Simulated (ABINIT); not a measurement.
# BP (F-43m): from the cell to the phonon bands, part 2 of 3

How does BP (F-43m) vibrate, and is this structure a minimum?

ABINIT 10.8.3; DFT PBE, scalar-relativistic, plane waves, SPMS norm-conserving pseudopotentials.

So far. Step 3 (Relaxing the cell and atoms): The volume changes by +0.6 % in this run and stands +0.6 % from the first cell. The relaxed cell has a = 4.547 Å (conventional setting).

## 6. Zone-centre response

The derivative of the wavefunctions by k comes first, since the response to a field is built on it; then the field and the displacements that symmetry doesn't supply are solved at q = 0.

It reads the wavefunctions written in step 4.

Input file dfpt_gamma.abi:

```
ndtset 2

# common to the responses
getwfk_filepath "gso_WFK"
kptopt 2
nqpt 1
qpt 0.0 0.0 0.0
asr 0
chneut 0

# d/dk
rfelfd1 2
rfdir1 1 1 1
iscf1 -3
tolwfr1 1.0d-20

# displacements, field
rfphon2 1
rfatpol2 1 2
rfdir2 1 1 1
rfelfd2 3
getddk2 1
tolvrs2 1.0d-10
prtwf2 0

# basis, mesh and filling
ecut 30.0
ngkpt 8 8 8
nshiftk 1
shiftk 0.0 0.0 0.0
istwfk *1
occopt 1
nband 4
nstep 100
diemac 9.0
prtebands 0
prtgsr 0
useylm 1

# cell and atoms
acell 3*1.0 Angstrom
rprim 
    0.0 2.273363749 2.273363749
    2.273363749 0.0 2.273363749
    2.273363749 2.273363749 0.0
ntypat 2
znucl 5 15
natom 2
typat 1 2
xred 
    0.0 0.0 0.0
    0.25 0.25 0.25
pp_dirpath "./pseudo"
pseudos "B.psp8, P.psp8"
```

On the command line:

```
$ OMP_NUM_THREADS=1 mpirun -n 2 abinit dfpt_gamma.abi > dfpt_gamma.log
```

Numbers of over 12 decimals in the logs are rounded to 6 here.

dfpt_gamma.abo, the main output file:

```text
[banners, grids, parts of the stress and lines that vanish by symmetry left out]
- input  file    -> dfpt_gamma.abi
- output file    -> dfpt_gamma.abo
- root for input  files -> dfpt_gammai
[...]
DATASET    1 : space group F-4 3 m (#216); Bravais cF (face-center cubic)
[...]
nfft =       27000          nkpt =         260
[...]
DATASET    2 : space group F-4 3 m (#216); Bravais cF (face-center cubic)
[...]
nfft =       27000          nkpt =         260
[...]
== DATASET  1 ==================================================================
[...]
cutoff_energies: {ecut:  30.0, pawecutdg:  -1.0, }
[...]
Exchange-correlation functional for the present dataset will be:
  GGA: Perdew-Burke-Ernzerhof functional - ixc=11
[...]
- 15.00000   5.00000    211017                znucl, zion, pspdat
[...]
Perturbation : derivative vs k along direction   1
[...]
-ETOT  1  -12.327315365217     -1.233E+01 1.717E+00 0.000E+00
 ETOT  2  -12.452197084813     -1.249E-01 7.016E-02 0.000E+00
 ETOT  3  -12.454679963558     -2.483E-03 5.400E-03 0.000E+00
 ETOT  4  -12.454752054804     -7.209E-05 1.662E-04 0.000E+00
 ETOT  5  -12.454754679587     -2.625E-06 1.906E-05 0.000E+00
[...]
At SCF step   19   max residual=  9.96E-21 < tolwfr=  1.00E-20 =>converged.
[...]
Perturbation : derivative vs k along direction   2
[...]
-ETOT  1  -12.328147388122     -1.233E+01 1.841E+00 0.000E+00
[...]
At SCF step   19   max residual=  9.96E-21 < tolwfr=  1.00E-20 =>converged.
[...]
Perturbation : derivative vs k along direction   3
[...]
-ETOT  1  -12.327334985554     -1.233E+01 1.731E+00 0.000E+00
[...]
At SCF step   19   max residual=  9.96E-21 < tolwfr=  1.00E-20 =>converged.
[...]
1        1       2.4778789491    0.0000000000
     1        2       1.2389394746   -0.0000000000
     1        3       1.2389394746    0.0000000000
     2        1       1.2389394746   -0.0000000000
     2        2       2.4778789491   -0.0000000000
     2        3       1.2389394745   -0.0000000000
     3        1       1.2389394746    0.0000000000
     3        2       1.2389394745   -0.0000000000
     3        3       2.4778789491    0.0000000000
[...]
== DATASET  2 ==================================================================
[...]
cutoff_energies: {ecut:  30.0, pawecutdg:  -1.0, }
[...]
Exchange-correlation functional for the present dataset will be:
  GGA: Perdew-Burke-Ernzerhof functional - ixc=11
[...]
Perturbation : displacement of atom   1   along direction   1
[...]
-ETOT  1   7.924715     -2.406E+02 8.331E-01 1.251E+03
[...]
At SCF step    9       vres2   =  9.02E-11 < tolvrs=  1.00E-10 =>converged.
[...]
Perturbation : displacement of atom   2   along direction   1
[...]
-ETOT  1   7.361331     -1.164E+02 1.102E+00 1.136E+02
[...]
At SCF step    9       vres2   =  1.67E-11 < tolvrs=  1.00E-10 =>converged.
[...]
Perturbation : homogeneous electric field along direction   1
[...]
-ETOT  1  -165.26123039138     -1.653E+02 5.361E+01 7.648E+03
[...]
ETOT 10  -170.79039003636     -3.809E-12 2.456E-12 1.909E-10
 ETOT 11  -170.79039003636      7.105E-13 3.594E-13 8.713E-12
 At SCF step   11       vres2   =  8.71E-12 < tolvrs=  1.00E-10 =>converged.
[...]
Dielectric tensor, in cartesian coordinates,
[...]
1    4   1    4         9.4363482788        -0.0000000000
   1    4   2    4        -0.0000000000        -0.0000000000
   1    4   3    4        -0.0000000000        -0.0000000000
   2    4   1    4        -0.0000000000        -0.0000000000
   2    4   2    4         9.4363482788        -0.0000000000
   2    4   3    4        -0.0000000000        -0.0000000000
   3    4   1    4        -0.0000000000        -0.0000000000
   3    4   2    4        -0.0000000000        -0.0000000000
   3    4   3    4         9.4363482788        -0.0000000000
  Effective charges, in cartesian coordinates,
[...]
1    1   1    4        -0.5299683268         0.0000000000
   2    1   1    4         0.0000000000         0.0000000000
   3    1   1    4        -0.0000000000         0.0000000000
   1    2   1    4         0.4601823958         0.0000000000
   2    2   1    4         0.0000000000         0.0000000000
[...]
Effective charges, in cartesian coordinates,
[...]
2    4   1    2         0.0000000000         0.0000000000
   3    4   1    2         0.0000000000         0.0000000000
   1    4   2    2         0.0000000000         0.0000000000
   2    4   2    2         0.4601824555         0.0000000000
   3    4   2    2         0.0000000000         0.0000000000
   1    4   3    2        -0.0000000000         0.0000000000
   2    4   3    2        -0.0000000000         0.0000000000
   3    4   3    2         0.4601824555         0.0000000000
  Phonon wavevector (reduced coordinates) :  0.00000  0.00000  0.00000
 Phonon energies in Hartree :
[...]
Phonon frequencies in cm-1    :
-  1.197978E+00  1.197978E+00  1.197978E+00  8.000063E+02  8.000063E+02
-  8.000063E+02
  Phonon at Gamma, with non-analyticity in the
[...]
Phonon energies in Hartree :
[...]
Phonon frequencies in cm-1    :
-  1.197978E+00  1.197978E+00  5.197088E+00  8.000063E+02  8.000063E+02
-  8.045291E+02
  Phonon at Gamma, with non-analyticity in the
[...]
Phonon energies in Hartree :
[...]
Phonon frequencies in cm-1    :
-  1.197978E+00  1.197978E+00  5.197088E+00  8.000063E+02  8.000063E+02
-  8.045291E+02
  Phonon at Gamma, with non-analyticity in the
[...]
Phonon energies in Hartree :
[...]
Phonon frequencies in cm-1    :
-  1.197978E+00  1.197978E+00  5.197088E+00  8.000063E+02  8.000063E+02
-  8.045291E+02
[...]
fcart2     0.0000000000E+00  0.0000000000E+00  0.0000000000E+00
           strten2     0.0000000000E+00  0.0000000000E+00  0.0000000000E+00
================================================================================
```

It took 2.5 min on 2 MPI ranks of Intel Xeon at 2.70GHz, shared host.

Numbers from this step:

```
miss of the charge sum rule                                       : 0.06979 e
largest acoustic frequency at the zone centre before the sum rule : 1.2 cm⁻¹
highest optical zone-centre mode (no LO-TO term)                  : 800.0 cm⁻¹
lowest optical zone-centre mode                                   : 800.0 cm⁻¹
mean high-frequency dielectric constant                           : 9.436
largest Born charge in size (third of the trace)                  : 0.53 e
```

Born charge (rows field, columns displacement), before the sum rule (e), principal values of the symmetric part by kind of site:

| atom | atoms with these values | low | middle | high | mean |
| --- | --- | --- | --- | --- | --- |
| B1 | 1 | -0.5300 | -0.5300 | -0.5300 | -0.5300 |
| P2 | 1 | 0.4602 | 0.4602 | 0.4602 | 0.4602 |

In full for P2:

```
0.4602 0.0000 0.0000
0.0000 0.4602 0.0000
0.0000 0.0000 0.4602
```

High-frequency dielectric tensor:

```
9.44 0.00 0.00
0.00 9.44 0.00
0.00 0.00 9.44
```

The acoustic modes at Γ come out as far as 1.2 cm⁻¹ from zero, where they should vanish, a small numerical error; the Born charges miss their sum rule by 0.070 e, too much: mesh or cutoff is short for the field response.

## 7. Zone-centre analysis

anaddb reads the merged derivatives, imposes the acoustic sum rule and charge neutrality, and adds the LO-TO term along chosen directions.

Input file anaddb.abi:

```
ddb_filepath "gamma_DDB"
output_file "anaddb.abo"
outdata_prefix "anaddb"
asr 1
chneut 1
enunit 2
eivec 1
nph1l 1
qph1l 0.0 0.0 0.0 1.0
dieflag 1
nph2l 3
qph2l 
    1.0 0.0 0.0 0.0
    0.0 0.0 1.0 0.0
    1.0 1.0 1.0 0.0
```

Input file mrgddb.in:

```
gamma_DDB
merged
2
dfpt_gammao_DS2_DDB
gso_DDB
```

On the command line:

```
$ mrgddb < mrgddb.in > mrgddb.log
$ OMP_NUM_THREADS=1 anaddb anaddb.abi > anaddb.log
```

anaddb.abo, the main output file:

```text
[banners, grids, parts of the stress and lines that vanish by symmetry left out]
-outvars_anaddb: echo values of input variables ----------------------

 Flags :
[...]
Dielectric Tensor and Effective Charges
[...]
Effective charge tensors after
[...]
Phonon wavevector (reduced coordinates) :  0.00000  0.00000  0.00000
 Phonon energies in Hartree :
[...]
Phonon energies in meV     :
-  0.000000E+00  0.000000E+00  0.000000E+00  9.918806E+01  9.918806E+01
-  9.918806E+01
 Phonon frequencies in cm-1    :
-  0.000000E+00  0.000000E+00  0.000000E+00  8.000056E+02  8.000056E+02
-  8.000056E+02
 Phonon frequencies in Thz     :
-  0.000000E+00  0.000000E+00  0.000000E+00  2.398357E+01  2.398357E+01
-  2.398357E+01
 Phonon energies in Kelvin  :
-  0.000000E+00  0.000000E+00  0.000000E+00  1.151030E+03  1.151030E+03
-  1.151030E+03
[...]
-  1  0.00000000E+00  0.00000000E+00 -3.62335584E-03
-     0.00000000E+00  0.00000000E+00  0.00000000E+00
-  2  0.00000000E+00  0.00000000E+00 -3.62335579E-03
-     0.00000000E+00  0.00000000E+00  0.00000000E+00
[...]
-  1  0.00000000E+00  3.62335584E-03  0.00000000E+00
-     0.00000000E+00  0.00000000E+00  0.00000000E+00
-  2  0.00000000E+00  3.62335579E-03  0.00000000E+00
-     0.00000000E+00  0.00000000E+00  0.00000000E+00
[...]
-  1  3.62335584E-03  0.00000000E+00  0.00000000E+00
-     0.00000000E+00  0.00000000E+00  0.00000000E+00
-  2  3.62335579E-03  0.00000000E+00  0.00000000E+00
-     0.00000000E+00  0.00000000E+00  0.00000000E+00
[...]
-  1  2.81660100E-07  3.39172480E-07 -6.13302909E-03
-     0.00000000E+00  0.00000000E+00  0.00000000E+00
-  2  0.00000000E+00 -1.18383867E-07  2.14065629E-03
-     0.00000000E+00  0.00000000E+00  0.00000000E+00
[...]
-  1  4.09674743E-07 -6.13302909E-03 -3.39153665E-07
-     0.00000000E+00  0.00000000E+00  0.00000000E+00
-  2 -1.42991791E-07  2.14065629E-03  1.18377300E-07
-     0.00000000E+00  0.00000000E+00  0.00000000E+00
[...]
-  1  6.13302909E-03  4.09659166E-07  2.81682755E-07
-     0.00000000E+00  0.00000000E+00  0.00000000E+00
-  2 -2.14065629E-03 -1.42986354E-07  0.00000000E+00
-     0.00000000E+00  0.00000000E+00  0.00000000E+00
[...]
-     1         -0.000000    -0.000000     0.000000     0.000000
-     2         -0.000000    -0.000000    -0.000000     0.000000
-     3         -0.000000     0.000000     0.000000     0.000000
-     4         -0.000029    -0.000035     0.630569     0.630569
-     5         -0.000042     0.630569     0.000035     0.630569
-     6         -0.630569    -0.000042    -0.000029     0.630569
[...]
-   1     Real    0.0000E+00  0.0000E+00  0.0000E+00  0.0000E+00  0.0000E+00  0.0000E+00  0.0000E+00
[...]
-   2     Real    0.0000E+00  0.0000E+00  0.0000E+00  0.0000E+00  0.0000E+00  0.0000E+00  0.0000E+00
[...]
-   3     Real    0.0000E+00  0.0000E+00  0.0000E+00  0.0000E+00  0.0000E+00  0.0000E+00  0.0000E+00
[...]
-   4     Real    3.5387E-14  5.1314E-14  1.6778E-05  4.2612E-14 -7.7053E-10 -9.2787E-10  1.6778E-05
[...]
-   5     Real    7.4863E-14  1.6778E-05  5.1308E-14 -1.1207E-09 -6.1976E-14  9.2782E-10  1.6778E-05
[...]
-   6     Real    1.6778E-05  7.4858E-14  3.5392E-14  1.1207E-09  7.7059E-10  5.1472E-14  1.6778E-05
[...]
Phonon at Gamma, with non-analyticity in the
[...]
Phonon energies in Hartree :
[...]
Phonon energies in meV     :
-  0.000000E+00  0.000000E+00  0.000000E+00  9.918806E+01  9.918806E+01
-  9.971260E+01
 Phonon frequencies in cm-1    :
-  0.000000E+00  0.000000E+00  0.000000E+00  8.000056E+02  8.000056E+02
-  8.042363E+02
 Phonon frequencies in Thz     :
-  0.000000E+00  0.000000E+00  0.000000E+00  2.398357E+01  2.398357E+01
-  2.411040E+01
 Phonon energies in Kelvin  :
-  0.000000E+00  0.000000E+00  0.000000E+00  1.151030E+03  1.151030E+03
-  1.157117E+03
[...]
-  1  0.00000000E+00  0.00000000E+00 -3.62335584E-03
-     0.00000000E+00  0.00000000E+00  0.00000000E+00
-  2  0.00000000E+00  0.00000000E+00 -3.62335579E-03
-     0.00000000E+00  0.00000000E+00  0.00000000E+00
[...]
Phonon at Gamma, with non-analyticity in the
[...]
Phonon energies in Hartree :
[...]
Phonon energies in meV     :
-  0.000000E+00  0.000000E+00  0.000000E+00  9.918806E+01  9.918806E+01
-  9.971260E+01
 Phonon frequencies in cm-1    :
-  0.000000E+00  0.000000E+00  0.000000E+00  8.000056E+02  8.000056E+02
-  8.042363E+02
 Phonon frequencies in Thz     :
-  0.000000E+00  0.000000E+00  0.000000E+00  2.398357E+01  2.398357E+01
-  2.411040E+01
 Phonon energies in Kelvin  :
-  0.000000E+00  0.000000E+00  0.000000E+00  1.151030E+03  1.151030E+03
-  1.157117E+03
[...]
Phonon at Gamma, with non-analyticity in the
[...]
Phonon energies in Hartree :
[...]
Phonon energies in meV     :
-  0.000000E+00  0.000000E+00  0.000000E+00  9.918806E+01  9.918806E+01
-  9.971260E+01
 Phonon frequencies in cm-1    :
-  0.000000E+00  0.000000E+00  0.000000E+00  8.000056E+02  8.000056E+02
-  8.042363E+02
 Phonon frequencies in Thz     :
-  0.000000E+00  0.000000E+00  0.000000E+00  2.398357E+01  2.398357E+01
-  2.411040E+01
 Phonon energies in Kelvin  :
-  0.000000E+00  0.000000E+00  0.000000E+00  1.151030E+03  1.151030E+03
-  1.157117E+03
[...]
-  1  7.26624415E-07  3.62335529E-03 -1.85477710E-06
-     0.00000000E+00  0.00000000E+00  0.00000000E+00
-  2  7.26624574E-07  3.62335524E-03 -1.85477690E-06
-     0.00000000E+00  0.00000000E+00  0.00000000E+00
[...]
-  1  3.62335577E-03 -7.26626869E-07  0.00000000E+00
-     0.00000000E+00  0.00000000E+00  0.00000000E+00
-  2  3.62335572E-03 -7.26626691E-07  0.00000000E+00
-     0.00000000E+00  0.00000000E+00  0.00000000E+00
[...]
-  1  1.14591432E-03  3.64867561E-03 -4.79458994E-03
-     0.00000000E+00  0.00000000E+00  0.00000000E+00
-  2 -3.99966912E-04 -1.27352411E-03  1.67349102E-03
-     0.00000000E+00  0.00000000E+00  0.00000000E+00
[...]
-  1  4.87472164E-03 -3.42975174E-03 -1.44496990E-03
-     0.00000000E+00  0.00000000E+00  0.00000000E+00
-  2 -1.70145998E-03  1.19711149E-03  5.04348482E-04
-     0.00000000E+00  0.00000000E+00  0.00000000E+00
[...]
Direction                     Dielectric constant
[...]
0.00000   0.00000   1.00000      9.53641731
   1.00000   1.00000   1.00000      9.53641731
-
```

Wall time 0.87 s (1 thread).

Numbers from this step:

* mean static dielectric constant: 9.536
* highest mode moved by the LO-TO term: 804.2 cm⁻¹

No LO-TO term; unit eigenvectors of the mass-weighted matrix, from anaddb's displacements. Modes at Γ, with each element's share of the kinetic energy:

| mode | frequency (cm⁻¹) | symmetry | B % | P % |
| --- | --- | --- | --- | --- |
| 1 | 0.0 | acoustic | 26 | 74 |
| 2 | 0.0 | acoustic | 26 | 74 |
| 3 | 0.0 | acoustic | 26 | 74 |
| 4 | 800.0 | T2 | 74 | 26 |
| 5 | 800.0 | T2 | 74 | 26 |
| 6 | 800.0 | T2 | 74 | 26 |

Displacements in mode 5 (800.0 cm⁻¹), the largest set to 1:
```
B1   0.00 -1.00  0.00
P2   0.00  0.35  0.00
```

Trace of the oscillator strength, degenerate modes summed. Lines of the infrared spectrum (strongest = 100):

| position (cm⁻¹) | lines merged | IR intensity, relative |
| --- | --- | --- |
| 800 | 3 | 100 |

Static dielectric tensor (ions relaxed, fixed cell):

```
9.54 0.00 0.00
0.00 9.54 0.00
0.00 0.00 9.54
```

Before neutrality was imposed the Born charges missed it by 0.070 e, so ε₀, the LO modes and the intensities above are not converged in mesh or cutoff.

## 8. Phonons on a q mesh

Linear response treats each wavevector in the unit cell, with no supercell; the 4×4×4 mesh fixes the range of the force constants to be had.

Input file dfpt_q.abi:

```
ndtset 7

# wavevectors
qpt1 0.25 0.0 0.0
qpt2 0.5 0.0 0.0
qpt3 0.25 0.25 0.0
qpt4 0.5 0.25 0.0
qpt5 -0.25 0.25 0.0
qpt6 0.5 0.5 0.0
qpt7 -0.25 0.5 0.25

# displacements
getwfk_filepath "gso_WFK"
getwfq_filepath "gso_WFK"
kptopt 3
nqpt 1
rfphon 1
rfatpol 1 2
rfdir 1 1 1
tolvrs 1.0d-10
prtwf 0

# basis, mesh and filling
ecut 30.0
ngkpt 8 8 8
nshiftk 1
shiftk 0.0 0.0 0.0
istwfk *1
occopt 1
nband 4
nstep 100
diemac 9.0
prtebands 0
prtgsr 0
useylm 1

# cell and atoms
acell 3*1.0 Angstrom
rprim 
    0.0 2.273363749 2.273363749
    2.273363749 0.0 2.273363749
    2.273363749 2.273363749 0.0
ntypat 2
znucl 5 15
natom 2
typat 1 2
xred 
    0.0 0.0 0.0
    0.25 0.25 0.25
pp_dirpath "./pseudo"
pseudos "B.psp8, P.psp8"
```

On the command line:

```
$ OMP_NUM_THREADS=1 mpirun -n 2 abinit dfpt_q.abi > dfpt_q.log
```

dfpt_q.abo, the main output file:

```text
[banners, grids, parts of the stress and lines that vanish by symmetry left out]
- input  file    -> dfpt_q.abi
- output file    -> dfpt_q.abo
- root for input  files -> dfpt_qi
[...]
DATASET    1 : space group F-4 3 m (#216); Bravais cF (face-center cubic)
[...]
nfft =       27000          nkpt =         512
[...]
DATASET    2 : space group F-4 3 m (#216); Bravais cF (face-center cubic)
[...]
nfft =       27000          nkpt =         512
[...]
DATASET    3 : space group F-4 3 m (#216); Bravais cF (face-center cubic)
[...]
nfft =       27000          nkpt =         512
[...]
DATASET    4 : space group F-4 3 m (#216); Bravais cF (face-center cubic)
[...]
nfft =       27000          nkpt =         512
[...]
DATASET    5 : space group F-4 3 m (#216); Bravais cF (face-center cubic)
[...]
nfft =       27000          nkpt =         512
[...]
DATASET    6 : space group F-4 3 m (#216); Bravais cF (face-center cubic)
[...]
nfft =       27000          nkpt =         512
[...]
DATASET    7 : space group F-4 3 m (#216); Bravais cF (face-center cubic)
[...]
nfft =       27000          nkpt =         512
[...]
== DATASET  1 ==================================================================
[...]
cutoff_energies: {ecut:  30.0, pawecutdg:  -1.0, }
[...]
Exchange-correlation functional for the present dataset will be:
  GGA: Perdew-Burke-Ernzerhof functional - ixc=11
[...]
Perturbation : displacement of atom   1   along direction   1
[...]
-ETOT  1   10.076418661416     -2.554E+02 8.768E-01 3.910E+04
 ETOT  2   7.777084     -2.299E+00 8.673E-02 2.936E+03
 ETOT  3   7.596411     -1.807E-01 3.803E-03 1.253E+02
 ETOT  4   7.588657     -7.754E-03 2.066E-04 1.750E+00
 ETOT  5   7.588502     -1.543E-04 1.189E-05 3.812E-02
[...]
At SCF step   12       vres2   =  1.27E-11 < tolvrs=  1.00E-10 =>converged.
[...]
Perturbation : displacement of atom   1   along direction   2
[...]
-ETOT  1   7.815391     -2.413E+02 8.738E-01 1.607E+03
[...]
At SCF step   11       vres2   =  6.58E-12 < tolvrs=  1.00E-10 =>converged.
[...]
Perturbation : displacement of atom   2   along direction   1
[...]
-ETOT  1   9.556105     -1.613E+02 1.416E+00 1.513E+04
[...]
At SCF step   12       vres2   =  4.04E-11 < tolvrs=  1.00E-10 =>converged.
[...]
Perturbation : displacement of atom   2   along direction   2
[...]
-ETOT  1   7.477437     -1.180E+02 2.197E+00 1.945E+02
[...]
At SCF step   10       vres2   =  1.45E-11 < tolvrs=  1.00E-10 =>converged.
[...]
Phonon wavevector (reduced coordinates) :  0.25000  0.00000  0.00000
 Phonon energies in Hartree :
[...]
Phonon frequencies in cm-1    :
-  1.781871E+02  1.781871E+02  3.435859E+02  7.716453E+02  7.716453E+02
-  7.868551E+02
[...]
== DATASET  2 ==================================================================
[...]
cutoff_energies: {ecut:  30.0, pawecutdg:  -1.0, }
[...]
Exchange-correlation functional for the present dataset will be:
  GGA: Perdew-Burke-Ernzerhof functional - ixc=11
[...]
- 15.00000   5.00000    211017                znucl, zion, pspdat
[...]
Perturbation : displacement of atom   1   along direction   1
[...]
-ETOT  1   8.770473     -2.477E+02 8.374E-01 6.280E+03
[...]
At SCF step   11       vres2   =  3.32E-11 < tolvrs=  1.00E-10 =>converged.
[...]
Perturbation : displacement of atom   1   along direction   2
[...]
-ETOT  1   9.113215     -2.498E+02 6.406E-01 6.478E+03
[...]
At SCF step   11       vres2   =  9.08E-12 < tolvrs=  1.00E-10 =>converged.
[...]
Perturbation : displacement of atom   2   along direction   1
[...]
-ETOT  1   9.003751     -1.368E+02 1.588E+00 2.142E+03
[...]
At SCF step   11       vres2   =  3.16E-11 < tolvrs=  1.00E-10 =>converged.
[...]
Perturbation : displacement of atom   2   along direction   2
[...]
-ETOT  1   10.078963204873     -1.426E+02 1.115E+00 3.397E+03
[...]
ETOT 11   9.067683      1.762E-12 5.236E-14 1.850E-10
 ETOT 12   9.067683     -3.695E-13 8.845E-16 4.021E-12
 At SCF step   12       vres2   =  4.02E-12 < tolvrs=  1.00E-10 =>converged.
[...]
Phonon wavevector (reduced coordinates) : -0.25000  0.50000  0.25000
 Phonon energies in Hartree :
[...]
Phonon frequencies in cm-1    :
-  3.671493E+02  4.132767E+02  4.346215E+02  6.610561E+02  7.009838E+02
-  7.716382E+02
[...]
fcart7     0.0000000000E+00  0.0000000000E+00  0.0000000000E+00
       
================================================================================
```

Wall time 24 min (2 MPI ranks).

Numbers from this step:

* lowest mode on the q mesh (acoustic ones at the zone centre apart): 178.2 cm⁻¹

Frequencies (cm⁻¹) before the sum rule at the irreducible wavevectors but Γ, which is solved apart; negative means imaginary. Frequencies by wavevector:

| q (fractions) | star | mode 1 | mode 2 | mode 3 | mode 4 | mode 5 | mode 6 |
| --- | --- | --- | --- | --- | --- | --- | --- |
| 0.25 0 0 | 8 | 178.2 | 178.2 | 343.6 | 771.6 | 771.6 | 786.9 |
| 0.5 0 0 | 4 | 224.7 | 224.7 | 505.5 | 752.4 | 757.8 | 757.8 |
| 0.25 0.25 0 | 6 | 238.9 | 238.9 | 360.2 | 740.9 | 740.9 | 799.8 |
| 0.5 0.25 0 | 24 | 284.4 | 362.8 | 455.8 | 693.7 | 720.4 | 778 |
| -0.25 0.25 0 | 12 | 262 | 352.2 | 410.3 | 706.6 | 733.3 | 779.4 |
| 0.5 0.5 0 | 3 | 313.6 | 313.6 | 525 | 701.7 | 701.7 | 781 |
| -0.25 0.5 0.25 | 6 | 367.1 | 413.3 | 434.6 | 661.1 | 701 | 771.6 |

(Part 2 of 3 ends here.)

[Host names and launcher messages were left out of these logs when they were recorded.]

[Logs are printed without paths, hosts, clocks, repeated set-up lines and the standing remarks that a program may print on its own settings, such as how far it seeks lower states.]

[Hosts, paths, dates, database ids (printed as entryN), source tags and the programs' standing remarks are cut or masked in the printed files.]
